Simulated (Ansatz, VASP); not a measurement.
## Two plane-wave programs on Ir

```xyz
1
Lattice="2.4761 0.0000 0.0000 0.0000 2.4761 0.0000 0.0000 0.0000 2.4761" Properties=species:S:1:pos:R:3 pbc="T T T"
Ir    0.0000    0.0000    0.0000
```

This isn't the form of Ir at room conditions, which is fcc.

Alike in both runs: task relaxation of cell and atoms; functional PBEsol; k mesh 17 × 17 × 17; occupations methfessel-paxton of order 1, width 0.025 eV; no spin polarisation.

|  | VASP | Ansatz |
| --- | --- | --- |
| version | VASP 6.6.1 | Ansatz 0.2.0 |
| potentials or method | VASP PAW PBE potentials, release 64 (Ir) | PAW with Ansatz's default frozen-core files, scalar-relativistic |
| plane-wave cutoff (eV) | 600 | 420 |
| valence electrons in the cell | 9 | 17 |

|  | VASP | Ansatz | Ansatz less VASP |
| --- | --- | --- | --- |
| relaxed volume (Å³/atom) | 16.42 | 16.39 | -0.030 |
| relaxed cell length with the largest relative difference (Å) | 2.542 | 2.540 | -0.0015 |
| energy change over the relaxation (meV/atom) | -95 | -90 | +5.3 |

The two sets of potentials don't hold the same shells in valence.

Caveats: the PAW data sets were made with another functional, which shifts forces and pressure a little (VASP). The runs have no spin-orbit coupling, so splittings on Ir are missing.
